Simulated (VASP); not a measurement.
Here is a VASP 6.6.1 calculation.

Contents of INCAR:

```
PREC = Accurate
ENCUT = 520
EDIFF = 1E-6
ISMEAR = -1
SIGMA = 0.04
LREAL = F
LASPH = T
NELM = 60
ALGO = Normal
ISIF = 2
LWAVE = F
LCHARG = T
GGA = PE
LELF = T
LVHAR = T
NBANDS = 18
```

Contents of KPOINTS:

```
regular mesh
0
Gamma
  3 3 3
```

File POSCAR:

```
BiTe
1.0
    0.0000000000      3.2350000000      3.2350000000
    3.2350000000      0.0000000000      3.2350000000
    3.2350000000      3.2350000000      0.0000000000
Bi Te
1 1
Direct
    0.0000000000      0.0000000000      0.0000000000
    0.5000000000      0.5000000000      0.5000000000
```

Potentials or basis: VASP PAW PBE potentials, release 64 (Bi_d, Te).

The run is started by

```bash
$ cat potpaw_PBE.64/Bi_d/POTCAR potpaw_PBE.64/Te/POTCAR > POTCAR
$ mpirun -np 1 vasp_std > vasp.out
```

Task: Predict the pressure.

Result: 1.2 GPa.

Task: Estimate the band gap on the k mesh.

Result: None (metal or under the smearing width).

Caveat: the k mesh is coarse (spacing up to 0.56 Å⁻¹), so the values aren't converged; spin-orbit coupling is left out, which moves the levels of the heavy elements.
